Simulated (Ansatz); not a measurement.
# GaP, pressure series

Base system: GaP in the zinc blende structure (space group F-43m, No. 216; a = 5.391 Å).

Cell and atoms are relaxed at each pressure.

Computed with LDA (Ansatz, a program for electronic structure, PAW, no spin-orbit coupling).

Base values:

```
Property              Result
-------------------  -------
Smallest direct gap  1.88 eV
```

### Question
The aim is a smallest direct gap between 2.89 eV and 3.11 eV. Which of these changes reaches it?
A) pressure −2 GPa
B) pressure 15 GPa
C) pressure 30 GPa
D) pressure −1 GPa
E) pressure 2.1 GPa

### Answer
B, pressure 15 GPa. It gives 2.96 eV; pressure −2 GPa gives 1.69 eV; pressure 2.1 GPa gives 2.07 eV; pressure −1 GPa gives 1.79 eV; pressure 30 GPa gives 3.61 eV. Changes not listed may reach it too

Load acts through the strain it causes; cell and atoms are relaxed under it. Stability against distortions was not tested. Measured, GaP leaves this structure (for a Cmcm phase) near 26 GPa (temperature not stated; as listed in Datta, Sujoy, Jana, Debnarayan, arXiv (2020)).
